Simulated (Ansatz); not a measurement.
# LiCl2 and its competing phases

Method: DFT PBE, scalar-relativistic, plane waves, PAW in Ansatz 0.2.0. All cells share a 420 eV cutoff and Γ-centred k meshes spaced at most about 0.3 Å⁻¹ (about 0.25 or finer for metals, 2π included). No spin polarisation.

The zero of energy is the elements' standard structures at the same level (Cl₂ as a molecule); no fitted shifts are applied.

Temperature and zero-point effects are left out. No dispersion correction is applied, so the spacing and binding between layers, chains or molecules are poorly described (LiCl2 P6/mmm). In LiCl2 P6/mmm an odd number of electrons in the primitive cell allows no gap without spin; a larger cell or a magnetic state could open one. A magnetic state wasn't ruled out in cells without spin, among them LiCl2 P6/mmm.

The competitors are the elements and 1 reference phase of this chemical system (from databases or known types: LiCl), relaxed at the same level; other known phases may be missing.

The candidate was reached from: TbGa2 type (P6/mmm).

```cif
data_structure
_symmetry_space_group_name_H-M 'P 1'
_symmetry_Int_Tables_number 1
_cell_length_a 4.7789
_cell_length_b 4.7789
_cell_length_c 3.6093
_cell_angle_alpha 90.000
_cell_angle_beta 90.000
_cell_angle_gamma 120.000
_cell_volume 71.39
loop_
_atom_site_label
_atom_site_type_symbol
_atom_site_fract_x
_atom_site_fract_y
_atom_site_fract_z
_atom_site_occupancy
Li1 Li 0.00000 0.00000 0.00000 1
Cl1 Cl 0.33333 0.66667 0.50000 1
Cl2 Cl 0.66667 0.33333 0.50000 1
```

Question: Is it stable, and against what?

Answer: Not stable. Its formation energy is -0.599 eV/atom. The lowest competing mixture at this composition is this:

```tsv
phase	space group	source	share of atoms	ΔE_f (eV/atom)
Cl₂ gas	-	element	0.3333	0.000
LiCl	P6_3mc (No. 186)	Materials Project	0.6667	-1.878
```

The mixture lies at -1.252 eV/atom, and the candidate lies 0.65 eV/atom above it. The candidate matches no cell in the subsets of the Crystallography Open Database and the Materials Project at hand. Such a cell could exist only far from equilibrium.
